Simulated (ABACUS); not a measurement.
Write the native input for ABACUS 3.10.1 that does the following.

```
Task                                          : band structure
Functional                                    : PBE
Potentials or basis                           : PseudoDojo NC SR 0.4.1 PBE standard
Cutoff                                        : 1361 eV
Density cutoff                                : 5442 eV
Basis                                         : DZP LCAO (the cutoffs set its grid)
Occupations                                   : fermi-dirac, width 0.05 eV
Spin                                          : no spin polarisation
Radial cutoff of the potentials (pseudo_rcut) : 7 bohr
Orbital files                                 : W W_confined-atom_7au_3s2p2d1f.orb, C C_confined-atom_6au_2s2p1d.orb
Density                                       : read from an earlier self-consistent run
Path                                          : G-M-K-G-A-L-H-A, L-M, K-H
Points for each segment of the path           : 10
SCF threshold on the density                  : 1e-07
Max SCF steps                                 : 100
Eigensolver                                   : genelpa
Mixing                                        : broyden
Mixing share                                  : 0.7
Symmetry key                                  : -1
Bands                                         : 19
```

Crystal: WC (Qusongite).

```
CELL_PARAMETERS angstrom
2.90650 0.00000 0.00000
-1.45325 2.51710 0.00000
0.00000 0.00000 2.83660
ATOMIC_POSITIONS crystal
W 0.00000 0.00000 0.00000
C 0.66667 0.33333 0.50000
```

One way to write it, as run:

INPUT

```
INPUT_PARAMETERS
suffix              WC
calculation         nscf
basis_type          lcao
pseudo_dir          ./
orbital_dir         ./
symmetry            -1
dft_functional      pbe
ecutwfc             100.0
pseudo_rcut         7
nspin               1
nbands              19
ks_solver           genelpa
smearing_method     fd
smearing_sigma      0.00367493
scf_thr             1e-07
scf_nmax            100
mixing_type         broyden
mixing_beta         0.7
init_chg            file
out_band            1
```

STRU

```
ATOMIC_SPECIES
W 183.8400 W.upf
C 12.0110 C.upf

NUMERICAL_ORBITAL
W_confined-atom_7au_3s2p2d1f.orb
C_confined-atom_6au_2s2p1d.orb

LATTICE_CONSTANT
5.4924889812

LATTICE_VECTORS
1.0000000000 0.0000000000 0.0000000000
-0.5000000000 0.8660254038 0.0000000000
0.0000000000 0.0000000000 0.9759504559

ATOMIC_POSITIONS
Cartesian

W
0.0
1
0.0000000000 0.0000000000 0.0000000000 1 1 1

C
0.0
1
0.5000000000 0.2886751346 0.4879752279 1 1 1
```

KPT

```
K_POINTS
12
Line
0.00000000 0.00000000 0.00000000 10 // G
0.50000000 0.00000000 0.00000000 10 // M
0.33333333 0.33333333 0.00000000 10 // K
0.00000000 0.00000000 0.00000000 10 // G
0.00000000 0.00000000 0.50000000 10 // A
0.50000000 0.00000000 0.50000000 10 // L
0.33333333 0.33333333 0.50000000 10 // H
0.00000000 0.00000000 0.50000000 1 // A
0.50000000 0.00000000 0.50000000 10 // L
0.50000000 0.00000000 0.00000000 1 // M
0.33333333 0.33333333 0.00000000 10 // K
0.33333333 0.33333333 0.50000000 1 // H
```

Potentials or basis: PseudoDojo NC SR 0.4.1 PBE standard, DZP LCAO (the cutoffs set its grid).

Launch:

```sh
$ OMP_NUM_THREADS=1 mpirun -np 4 abacus > log
```

Run time: 2.6 s on 4 MPI ranks on Intel(R) Xeon(R) Processor @ 2.50GHz (Skylake/Cascade Lake), with other jobs on the host, peak memory 0.4 GiB a rank.
